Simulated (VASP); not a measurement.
# BN: single point with PBE+D4

BN:

```
B N
1.0
     2.50710    0.00000    0.00000
    -1.25355    2.17121    0.00000
     0.00000    0.00000    6.55732
B N
2 2
Direct
  0.33333 0.66667 0.25000
  0.66667 0.33333 0.75000
  0.66667 0.33333 0.25000
  0.33333 0.66667 0.75000
```

The cell was built by a generator and needn't be a form met in nature.

```
Program             : VASP 6.6.1
Task                : single point
Functional          : PBE
Dispersion          : D4
Potentials or basis : VASP PAW PBE potentials, release 64 (B, N)
Cutoff              : 520 eV
k mesh              : 12 × 12 × 4
Occupations         : gaussian, width 0.01 eV
Spin                : no spin polarisation
```

```
Pressure                   : 0.0 GPa
Band gap on the k mesh     : 4.24 eV, indirect (least direct gap 4.63 eV)
Dispersion energy per atom : -0.163 eV
```

Stress tensor (GPa, compression positive):
```
 0.15  0.00  0.00
 0.00  0.15  0.00
 0.00  0.00 -0.15
```

Levels at points of the mesh, in eV from the valence-band top:
```csv
k point,band 6,band 7,band 8,band 9,band 10,band 11
"(0.00, 0.00, 0.00)",-1.34,-1.30,-1.30,5.33,10.44,11.50
"(0.50, 0.00, 0.00)",-4.08,-1.49,-0.41,4.24,5.69,9.50
"(0.00, 0.00, 0.50)",-1.32,-1.32,-1.32,7.76,7.76,11.57
"(0.50, 0.00, 0.50)",-4.11,-0.92,-0.92,4.72,4.72,9.88
```

Run time: 19 s on 1 thread of Intel(R) Xeon(R) Platinum 8559C (Emerald Rapids) (shared host), peak memory 0.15 GiB.

A k mesh can miss the band edges.
